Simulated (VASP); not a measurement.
Wanted: the native input for a VASP 6.6.1 run.

| Item | Value |
| --- | --- |
| Task | relaxation of the atoms |
| Functional | PBEsol |
| Potentials or basis | VASP PAW PBE potentials, release 64 (Na_pv, F) |
| Cutoff | 600 eV |
| k mesh | 10 × 10 × 10 |
| Occupations | gaussian, width 0.03 eV |
| Spin | no spin polarisation |
| Further INCAR settings | ALGO = Normal; EDIFF = 1e-07; IBRION = 2; EDIFFG = -0.01; NSW = 40 |

The structure of NaF (Villiaumite) lies in POSCAR:

```
NaF                                     
1.0
    0.0000000000      2.2668240518      2.2668240518
    2.2668240518      0.0000000000      2.2668240518
    2.2668240518      2.2668240518      0.0000000000
  Na              F             
     1     1
Direct
     0.0000000000000000    0.0000000000000000    0.0000000000000000
     0.5000000000000000    0.5000000000000000    0.5000000000000000
```

The cell isn't the ideal one: a relaxed cell with its volume scaled by 0.94.

One way to write it, as run:

INCAR

```
ALGO     = Normal         # electronic algorithm
EDIFF    = 1E-7           # SCF threshold, eV
EDIFFG   = -0.01          # ionic threshold
ENCUT    = 600            # plane-wave cutoff, eV
GGA      = PS             # functional
IBRION   = 2              # ionic algorithm
ISIF     = 2              # what is computed and relaxed
ISMEAR   = 0              # smearing method
LASPH    = T              # aspherical terms in the spheres
LCHARG   = F              # write CHGCAR
LREAL    = F              # projectors in reciprocal space
LWAVE    = F              # write WAVECAR
NELM     = 80             # most SCF steps
NSW      = 40             # ionic steps
PREC     = Accurate       # precision mode
SIGMA    = 0.03           # smearing width, eV
```

KPOINTS

```
k-points
0
Gamma
  10 10 10
```

Potentials or basis: VASP PAW PBE potentials, release 64 (Na_pv, F).

Run with:

```console
$ cat potpaw_PBE.64/Na_pv/POTCAR potpaw_PBE.64/F/POTCAR > POTCAR
$ mpirun -np 1 vasp_std > vasp.out
```

It gave:

```
Pressure after relaxing : 3.5 GPa
Band gap on the k mesh  : 6.52 eV, direct
```

Caveat: the relaxation stopped at its first step, so nothing moved; the PAW data sets were made with another functional, which shifts forces and pressure a little.

Wall time 6.9 s on 1 thread of Intel(R) Xeon(R) 6975P-C (Granite Rapids) (shared host), peak memory 0.15 GiB.
